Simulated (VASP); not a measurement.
# ZnSn2N2 (P-4m2) in VASP: a series of runs

The runs below take ZnSn2N2 through single point, with PBE.

Program: VASP 6.6.1. These are calculated values, not measurements. Logs are shortened: lines on timing, memory, paths and dates and some standing lists are left out, and cuts for length are marked.

### Step 1. The crystal as given

It takes space group P-4m2 (No. 115, tetragonal). Conventional cell: a = 3.352 Å, b = 3.352 Å, c = 8.064 Å, α = 90.00°, β = 90.00°, γ = 90.00°. Sn (site symmetry 2mm) has 2 N at 2.12 Å as nearest neighbours. Around Zn (site symmetry -4m2) lie 4 N at 2.05 Å. N (site symmetry 2mm) has 2 Zn at 2.05 Å and 2 Sn at 2.12 Å as nearest neighbours.

The cell comes from a database or a generator and needn't be the stable form of this composition.

### Step 2. Single point, PBE

File INCAR:

```
PREC = Accurate
ENCUT = 400
EDIFF = 1E-7
ISMEAR = 0
SIGMA = 0.05
LREAL = False
LASPH = True
NELM = 100
ALGO = Normal
ISIF = 2
LWAVE = False
LCHARG = False
GGA = PE
NBANDS = 33
ADDGRID = False
```

File KPOINTS:

```
Automatic mesh
0
Gamma
  3 3 1
```

File POSCAR:

```
ZnSn2N2
1.0
    3.3523260000      0.0000000000      0.0000000000
    0.0000000000      3.3523260000      0.0000000000
    0.0000000000      0.0000000000      8.0642090000
Sn Zn N
2 1 2
Direct
    0.5000000000      0.5000000000      0.3058270000
    0.5000000000      0.5000000000      0.6941730000
    0.0000000000      0.0000000000      0.0000000000
    0.0000000000      0.5000000000      0.8541900000
    0.5000000000      0.0000000000      0.1458100000
```

Potentials or basis: VASP PAW PBE potentials, release 64 (Sn_d, Zn, N).

Command:

```console
$ cat potpaw_PBE.64/Sn_d/POTCAR potpaw_PBE.64/Zn/POTCAR potpaw_PBE.64/N/POTCAR > POTCAR
$ mpirun -np 1 vasp_std > vasp.out
```

OUTCAR:

```text
PREC = Accurate
   ENCUT = 400
   EDIFF = 1E-7
   ISMEAR = 0
   LREAL = False
   LASPH = True
   NELM = 100
   ISIF = 2
   GGA = PE

 Found      3 irreducible k-points:

 Following reciprocal coordinates:
            Coordinates               Weight
  0.000000  0.000000  0.000000      1.000000
  0.333333  0.000000  0.000000      4.000000
  0.333333  0.333333  0.000000      4.000000
   k-points           NKPTS =      3   k-points in BZ     NKDIM =      3   number of bands    NBANDS=     33
   number of dos      NEDOS =    301   number of ions     NIONS =      5
   total plane-waves  NPLWV =  31104
   dimension x,y,z NGX =    24 NGY =   24 NGZ =   54
   dimension x,y,z NGXF=    48 NGYF=   48 NGZF=  108
   ions per type =               2   1   2
   NGX,Y,Z   is equivalent  to a cutoff of  11.90, 11.90, 11.13 a.u.
   NGXF,Y,Z  is equivalent  to a cutoff of  23.80, 23.80, 22.26 a.u.
 SYSTEM =  unknown system
   PREC   = accura    normal or accurate (medium, high low for compatibility)
   ISTART =      0    job   : 0-new  1-cont  2-samecut
   ICHARG =      2    charge: 1-file 2-atom 10-const
   ISPIN  =      1    spin polarized calculation?
   LNONCOLLINEAR =      F non collinear calculations
   LSORBIT =      F    spin-orbit coupling
   LASPH  =      T    aspherical Exc in radial PAW
   ENCUT  =  400.0 eV  29.40 Ry    5.42 a.u.   5.47  5.47 13.15*2*pi/ulx,y,z
   NELM   =    100;   NELMIN=  2; NELMDL= -5     # of ELM steps
   EDIFF  = 0.1E-06   stopping-criterion for ELM
   LREAL  =      F    real-space projection
   EDIFFG = 0.1E-05   stopping-criterion for IOM
   NSW    =      0    number of steps for IOM
   IBRION =     -1    ionic relax: 0-MD 1-quasi-New 2-CG
   NFREE  =      0    steps in history (QN), initial steepest desc. (CG)
   ISIF   =      2    stress and relaxation
   ISYM   =      2    0-nonsym 1-usesym 2-fastsym
   POTIM  = 0.5000    time-step for ionic-motion
   TEBEG  =    0.0;   TEEND  =   0.0 temperature during run
   PSTRESS=    0.0 pullay stress
   NELECT =      50.0000    total number of electrons
   NUPDOWN=      -1.0000    fix difference up-down
   EMIN   =  10.00;   EMAX   =-10.00  energy-range for DOS
   EFERMI =   0.00;   METHOD = LEGACY
   ISMEAR =     0;   SIGMA  =   0.05  broadening in eV -4-tet -1-fermi 0-gaus
   EFERMI_NEDOS =   21; number of points for ismear=-14 and -15
   IALGO  =     38    algorithm
   IMIX   =      4    mixing-type and parameters
     AMIX     =   0.40;   BMIX     =  1.00
     AMIX_MAG =   1.60;   BMIX_MAG =  1.00
  volume/ion in A,a.u.               =      18.13       122.32
  Fermi-wavevector in a.u.,A,eV,Ry     =   1.342703  2.537341 24.529295  1.802852
  Thomas-Fermi vector in A             =   2.470836
   LORBIT       =      0    0 simple, 1 ext, 2 COOP (PROOUT), +10 PAW based schemes
   GGA     = PE    functional components
   LHFCALC =     F    Hartree Fock is set to
   AEXX    =    0.0000 exact exchange contribution
   IVDW    =     0    specifies the selected vdW correction
   LEPSILON=     F    determine dielectric tensor
   LRPA    =     F    only Hartree local field effects (RPA)
 non-spin polarized calculation
 Gauss-broadening in eV      SIGMA  =   0.05
  energy-cutoff  :      400.00
  volume of cell :       90.63
 maximum number of plane-waves:      1659
 NGX is ok and might be reduce to    24
   NGX = 11   NGY = 11   NGZ = 27

 number of electron      49.9999954 magnetization

 Free energy of the ion-electron system (eV)
  ---------------------------------------------------
  ext. energy  EPLUGINS =         0.00000000
  ---------------------------------------------------
  free energy    TOTEN  =       -23.69444449 eV

  energy without entropy =      -23.68445766  energy(sigma->0) =      -23.68945107

 E-fermi :   5.6940     XC(G=0): -10.1914

 val. band max:        5.2081863222   @ k =   0.3333   0.3333   0.0000
 cond. band min:       5.7178362925   @ k =   0.3333   0.3333   0.0000
 fundamental gap:      0.5096499703
 Fermi energy:         5.6939894164

 k-point     1 :       0.0000    0.0000    0.0000
  band No.  band energies     occupation
      1     -15.9567      2.00000
      2     -15.9558      2.00000
      3     -15.7989      2.00000
      4     -15.7363      2.00000
      5     -15.7363      2.00000
      6     -15.6924      2.00000
[... 25 lines left out ...]
     32      13.0316      0.00000
     33      13.1725      0.00000

 k-point     2 :       0.3333    0.0000    0.0000
  band No.  band energies     occupation
      1     -15.8978      2.00000
      2     -15.8766      2.00000
      3     -15.8369      2.00000
      4     -15.7458      2.00000
      5     -15.7316      2.00000
      6     -15.7295      2.00000
[... 25 lines left out ...]
     32      13.7377      0.00000
     33      14.0796      0.00000

 k-point     3 :       0.3333    0.3333    0.0000
  band No.  band energies     occupation
      1     -15.8681      2.00000
      2     -15.8650      2.00000
      3     -15.7766      2.00000
      4     -15.7483      2.00000
      5     -15.7452      2.00000
      6     -15.7393      2.00000
[... 25 lines left out ...]
     32      12.1311      0.00000
     33      13.4900      0.00000

------------------------ aborting loop because EDIFF is reached ----------------------------------------

  FORCE on cell =-STRESS in cart. coord.  units (eV):
  Direction    XX          YY          ZZ          XY          YZ          ZX
  --------------------------------------------------------------------------------------
  -------------------------------------------------------------------------------------
  Total       -0.4314157     -0.4314157      0.0118546      0.0000000      0.0000000      0.0000000
  in kB       -7.6269744     -7.6269744      0.2095767      0.0000000      0.0000000      0.0000000
  external PRESSURE =      -5.0147907 kB  Pullay stress =       0.0000000 kB

 VOLUME and BASIS-vectors are now :
 -----------------------------------------------------------------------------
  energy-cutoff  :      400.00
  volume of cell :       90.63
      direct lattice vectors                 reciprocal lattice vectors
     3.352326000  0.000000000  0.000000000     0.298300344  0.000000000  0.000000000
     0.000000000  3.352326000  0.000000000     0.000000000  0.298300344  0.000000000
     0.000000000  0.000000000  8.064209000     0.000000000  0.000000000  0.124004723

 POSITION                                       TOTAL-FORCE (eV/Angst)
 -----------------------------------------------------------------------------------
      1.67616      1.67616      2.46625        -0.000000     -0.000000     -0.239104
      1.67616      1.67616      5.59796         0.000000      0.000000      0.239104
      0.00000      0.00000      0.00000        -0.000000     -0.000000      0.000000
      0.00000      1.67616      6.88837        -0.000000     -0.000000      0.422688
      1.67616      0.00000      1.17584        -0.000000     -0.000000     -0.422688
 -----------------------------------------------------------------------------------
    total drift:                                0.000000     -0.000000      0.000000

  FREE ENERGIE OF THE ION-ELECTRON SYSTEM (eV)
  ---------------------------------------------------
  free  energy   TOTEN  =       -23.6944444860 eV

  energy  without entropy=      -23.6844576594  energy(sigma->0) =      -23.68945107
```

OSZICAR:

```text
N       E                     dE             d eps       ncg     rms          rms(c)
DAV:   1     0.417467758638E+03    0.41747E+03   -0.21635E+04   214   0.195E+03
DAV:   2     0.348152118013E+02   -0.38265E+03   -0.36617E+03   206   0.473E+02
DAV:   3    -0.261139098389E+02   -0.60929E+02   -0.59744E+02   247   0.175E+02
DAV:   4    -0.289772300973E+02   -0.28633E+01   -0.28543E+01   220   0.425E+01
DAV:   5    -0.290534981914E+02   -0.76268E-01   -0.76123E-01   259   0.684E+00    0.144E+01
DAV:   6    -0.237438686599E+02    0.53096E+01   -0.21555E+01   324   0.611E+01    0.746E+00
DAV:   7    -0.237400025961E+02    0.38661E-02   -0.48301E+00   235   0.129E+01    0.499E+00
DAV:   8    -0.237100744411E+02    0.29928E-01   -0.75467E-01   308   0.740E+00    0.176E+00
DAV:   9    -0.236943468876E+02    0.15728E-01   -0.12910E-01   284   0.451E+00    0.374E-01
DAV:  10    -0.236944554453E+02   -0.10856E-03   -0.15699E-02   252   0.113E+00    0.233E-01
DAV:  11    -0.236945325995E+02   -0.77154E-04   -0.26971E-03   308   0.661E-01    0.987E-02
DAV:  12    -0.236944468456E+02    0.85754E-04   -0.10685E-03   260   0.232E-01    0.324E-02
DAV:  13    -0.236944497551E+02   -0.29095E-05   -0.12825E-04   260   0.148E-01    0.224E-02
DAV:  14    -0.236944430234E+02    0.67317E-05   -0.46865E-05   300   0.643E-02    0.560E-03
DAV:  15    -0.236944448093E+02   -0.17858E-05   -0.11724E-05   236   0.184E-02    0.662E-03
DAV:  16    -0.236944446466E+02    0.16268E-06   -0.95173E-07   260   0.751E-03    0.261E-03
DAV:  17    -0.236944445015E+02    0.14510E-06   -0.19084E-07   172   0.468E-03    0.137E-03
DAV:  18    -0.236944444860E+02    0.15478E-07   -0.19551E-07   180   0.258E-03
   1 F= -.23694444E+02 E0= -.23689451E+02  d E =-.998683E-02
```

stdout:

```text
POSCAR found type information on POSCAR SnZnN
 POSCAR found :  3 types and       5 ions
 scaLAPACK will be used
 LDA part: xc-table for (Slater+PW92), standard interpolation
 POSCAR, INCAR and KPOINTS ok, starting setup
 FFT: planning ... GRIDC
 FFT: planning ... GRID_SOFT
 FFT: planning ... GRID
 WAVECAR not read
 entering main loop
```

Run time: 13 s. Hardware: 1 thread of Intel Xeon Platinum 8259CL at 2.50GHz (Skylake/Cascade Lake), shared host; peak memory 0.17 GiB.

The run converged, but some of its settings lie outside the range that counts as converged, so its numbers aren't taken as properties of the crystal.

What came out:

```yaml
Free_energy: -23.6944 eV
Largest_force: 0.423 eV/Å
Band_gap_on_the_k_mesh: none (metal or under the smearing width)
```

Caveat: the k mesh is coarse (spacing up to 0.78 Å⁻¹), so the values aren't converged; the cutoff is under 1.25 times the usual one of these potentials, so pressure, stress and relaxed cells hold a basis-set (Pulay) error.

### Step 3. Single point, PBE

Edit INCAR of step 2 so:

```diff
@@ -1,3 +1,3 @@
 PREC = Accurate
-ENCUT = 400
+ENCUT = 600
 EDIFF = 1E-7
```

KPOINTS is that of step 2.

POSCAR is that of step 2.

Potentials or basis: VASP PAW PBE potentials, release 64 (Sn_d, Zn, N).

Command:

```console
$ cat potpaw_PBE.64/Sn_d/POTCAR potpaw_PBE.64/Zn/POTCAR potpaw_PBE.64/N/POTCAR > POTCAR
$ mpirun -np 1 vasp_std > vasp.out
```

OUTCAR:

```text
PREC = Accurate
   ENCUT = 600
   EDIFF = 1E-7
   ISMEAR = 0
   LREAL = False
   LASPH = True
   NELM = 100
   ISIF = 2
   GGA = PE

 Found      3 irreducible k-points:

 Following reciprocal coordinates:
            Coordinates               Weight
  0.000000  0.000000  0.000000      1.000000
  0.333333  0.000000  0.000000      4.000000
  0.333333  0.333333  0.000000      4.000000
   k-points           NKPTS =      3   k-points in BZ     NKDIM =      3   number of bands    NBANDS=     33
   number of dos      NEDOS =    301   number of ions     NIONS =      5
   total plane-waves  NPLWV =  50176
   dimension x,y,z NGX =    28 NGY =   28 NGZ =   64
   dimension x,y,z NGXF=    56 NGYF=   56 NGZF=  128
   ions per type =               2   1   2
   NGX,Y,Z   is equivalent  to a cutoff of  13.89, 13.89, 13.19 a.u.
   NGXF,Y,Z  is equivalent  to a cutoff of  27.77, 27.77, 26.39 a.u.
 SYSTEM =  unknown system
   PREC   = accura    normal or accurate (medium, high low for compatibility)
   ISTART =      0    job   : 0-new  1-cont  2-samecut
   ICHARG =      2    charge: 1-file 2-atom 10-const
   ISPIN  =      1    spin polarized calculation?
   LNONCOLLINEAR =      F non collinear calculations
   LSORBIT =      F    spin-orbit coupling
   LASPH  =      T    aspherical Exc in radial PAW
   ENCUT  =  600.0 eV  44.10 Ry    6.64 a.u.   6.70  6.70 16.11*2*pi/ulx,y,z
   NELM   =    100;   NELMIN=  2; NELMDL= -5     # of ELM steps
   EDIFF  = 0.1E-06   stopping-criterion for ELM
   LREAL  =      F    real-space projection
   EDIFFG = 0.1E-05   stopping-criterion for IOM
   NSW    =      0    number of steps for IOM
   IBRION =     -1    ionic relax: 0-MD 1-quasi-New 2-CG
   NFREE  =      0    steps in history (QN), initial steepest desc. (CG)
   ISIF   =      2    stress and relaxation
   ISYM   =      2    0-nonsym 1-usesym 2-fastsym
   POTIM  = 0.5000    time-step for ionic-motion
   TEBEG  =    0.0;   TEEND  =   0.0 temperature during run
   PSTRESS=    0.0 pullay stress
   NELECT =      50.0000    total number of electrons
   NUPDOWN=      -1.0000    fix difference up-down
   EMIN   =  10.00;   EMAX   =-10.00  energy-range for DOS
   EFERMI =   0.00;   METHOD = LEGACY
   ISMEAR =     0;   SIGMA  =   0.05  broadening in eV -4-tet -1-fermi 0-gaus
   EFERMI_NEDOS =   21; number of points for ismear=-14 and -15
   IALGO  =     38    algorithm
   IMIX   =      4    mixing-type and parameters
     AMIX     =   0.40;   BMIX     =  1.00
     AMIX_MAG =   1.60;   BMIX_MAG =  1.00
  volume/ion in A,a.u.               =      18.13       122.32
  Fermi-wavevector in a.u.,A,eV,Ry     =   1.342703  2.537341 24.529295  1.802852
  Thomas-Fermi vector in A             =   2.470836
   LORBIT       =      0    0 simple, 1 ext, 2 COOP (PROOUT), +10 PAW based schemes
   GGA     = PE    functional components
   LHFCALC =     F    Hartree Fock is set to
   AEXX    =    0.0000 exact exchange contribution
   IVDW    =     0    specifies the selected vdW correction
   LEPSILON=     F    determine dielectric tensor
   LRPA    =     F    only Hartree local field effects (RPA)
 non-spin polarized calculation
 Gauss-broadening in eV      SIGMA  =   0.05
  energy-cutoff  :      600.00
  volume of cell :       90.63
 maximum number of plane-waves:      3036
 NGX is ok and might be reduce to    28
   NGX = 13   NGY = 13   NGZ = 33

 number of electron      50.0000010 magnetization

 Free energy of the ion-electron system (eV)
  ---------------------------------------------------
  ext. energy  EPLUGINS =         0.00000000
  ---------------------------------------------------
  free energy    TOTEN  =       -23.69206613 eV

  energy without entropy =      -23.68207931  energy(sigma->0) =      -23.68707272

 E-fermi :   5.6920     XC(G=0): -10.1907

 val. band max:        5.2052779303   @ k =   0.3333   0.3333   0.0000
 cond. band min:       5.7158420250   @ k =   0.3333   0.3333   0.0000
 fundamental gap:      0.5105640948
 Fermi energy:         5.6919951477

 k-point     1 :       0.0000    0.0000    0.0000
  band No.  band energies     occupation
      1     -15.9589      2.00000
      2     -15.9579      2.00000
      3     -15.8012      2.00000
      4     -15.7387      2.00000
      5     -15.7387      2.00000
      6     -15.6948      2.00000
[... 25 lines left out ...]
     32      13.0281      0.00000
     33      13.1726      0.00000

 k-point     2 :       0.3333    0.0000    0.0000
  band No.  band energies     occupation
      1     -15.8998      2.00000
      2     -15.8787      2.00000
      3     -15.8392      2.00000
      4     -15.7481      2.00000
      5     -15.7340      2.00000
      6     -15.7318      2.00000
[... 25 lines left out ...]
     32      13.7340      0.00000
     33      14.0720      0.00000

 k-point     3 :       0.3333    0.3333    0.0000
  band No.  band energies     occupation
      1     -15.8701      2.00000
      2     -15.8670      2.00000
      3     -15.7789      2.00000
      4     -15.7506      2.00000
      5     -15.7475      2.00000
      6     -15.7416      2.00000
[... 25 lines left out ...]
     32      12.1249      0.00000
     33      13.4653      0.00000

------------------------ aborting loop because EDIFF is reached ----------------------------------------

  FORCE on cell =-STRESS in cart. coord.  units (eV):
  Direction    XX          YY          ZZ          XY          YZ          ZX
  --------------------------------------------------------------------------------------
  -------------------------------------------------------------------------------------
  Total        0.5042502      0.5042502      0.9225257      0.0000000      0.0000000      0.0000000
  in kB        8.9146106      8.9146106     16.3092797      0.0000000      0.0000000      0.0000000
  external PRESSURE =      11.3795003 kB  Pullay stress =       0.0000000 kB

 VOLUME and BASIS-vectors are now :
 -----------------------------------------------------------------------------
  energy-cutoff  :      600.00
  volume of cell :       90.63
      direct lattice vectors                 reciprocal lattice vectors
     3.352326000  0.000000000  0.000000000     0.298300344  0.000000000  0.000000000
     0.000000000  3.352326000  0.000000000     0.000000000  0.298300344  0.000000000
     0.000000000  0.000000000  8.064209000     0.000000000  0.000000000  0.124004723

 POSITION                                       TOTAL-FORCE (eV/Angst)
 -----------------------------------------------------------------------------------
      1.67616      1.67616      2.46625        -0.000000     -0.000000     -0.249108
      1.67616      1.67616      5.59796         0.000000      0.000000      0.249108
      0.00000      0.00000      0.00000        -0.000000      0.000000      0.000000
      0.00000      1.67616      6.88837        -0.000000      0.000000      0.415488
      1.67616      0.00000      1.17584        -0.000000      0.000000     -0.415488
 -----------------------------------------------------------------------------------
    total drift:                                0.000000      0.000000     -0.000000

  FREE ENERGIE OF THE ION-ELECTRON SYSTEM (eV)
  ---------------------------------------------------
  free  energy   TOTEN  =       -23.6920661334 eV

  energy  without entropy=      -23.6820793054  energy(sigma->0) =      -23.68707272
```

OSZICAR:

```text
N       E                     dE             d eps       ncg     rms          rms(c)
DAV:   1     0.529981930285E+03    0.52998E+03   -0.26874E+04   198   0.254E+03
DAV:   2     0.612951857854E+02   -0.46869E+03   -0.45201E+03   198   0.600E+02
DAV:   3    -0.230506670583E+02   -0.84346E+02   -0.82231E+02   217   0.208E+02
DAV:   4    -0.289487518545E+02   -0.58981E+01   -0.58410E+01   243   0.563E+01
DAV:   5    -0.291100604649E+02   -0.16131E+00   -0.16102E+00   228   0.101E+01    0.144E+01
DAV:   6    -0.237338869769E+02    0.53762E+01   -0.20951E+01   324   0.629E+01    0.742E+00
DAV:   7    -0.237346641840E+02   -0.77721E-03   -0.49578E+00   226   0.137E+01    0.490E+00
DAV:   8    -0.237045397089E+02    0.30124E-01   -0.72236E-01   292   0.763E+00    0.176E+00
DAV:   9    -0.236907134299E+02    0.13826E-01   -0.11300E-01   260   0.446E+00    0.371E-01
DAV:  10    -0.236919833554E+02   -0.12699E-02   -0.16694E-02   244   0.113E+00    0.239E-01
DAV:  11    -0.236921687803E+02   -0.18542E-03   -0.21159E-03   324   0.667E-01    0.102E-01
DAV:  12    -0.236920773456E+02    0.91435E-04   -0.12099E-03   284   0.247E-01    0.364E-02
DAV:  13    -0.236920666026E+02    0.10743E-04   -0.20373E-04   292   0.241E-01    0.264E-02
DAV:  14    -0.236920648489E+02    0.17537E-05   -0.51881E-05   276   0.953E-02    0.657E-03
DAV:  15    -0.236920672748E+02   -0.24259E-05   -0.16217E-05   260   0.267E-02    0.982E-03
DAV:  16    -0.236920661774E+02    0.10974E-05   -0.35660E-06   276   0.184E-02    0.284E-03
DAV:  17    -0.236920661334E+02    0.44051E-07   -0.56216E-07   196   0.614E-03
   1 F= -.23692066E+02 E0= -.23687073E+02  d E =-.998683E-02
```

stdout:

```text
POSCAR found type information on POSCAR SnZnN
 POSCAR found :  3 types and       5 ions
 scaLAPACK will be used
 LDA part: xc-table for (Slater+PW92), standard interpolation
 POSCAR, INCAR and KPOINTS ok, starting setup
 FFT: planning ... GRIDC
 FFT: planning ... GRID_SOFT
 FFT: planning ... GRID
 WAVECAR not read
 entering main loop
```

Run time: 18 s. Hardware: 1 thread of Intel Xeon Platinum 8259CL at 2.50GHz (Skylake/Cascade Lake), shared host; peak memory 0.21 GiB.

These settings aren't checked as converged: the numbers below hold their error.

Results:

```
Free energy            : -23.6921 eV
Pressure               : 1.1 GPa
Largest force          : 0.415 eV/Å
Band gap on the k mesh : none (metal or under the smearing width)
```

Caveat: the k mesh is coarse (spacing up to 0.78 Å⁻¹), so the values aren't converged.
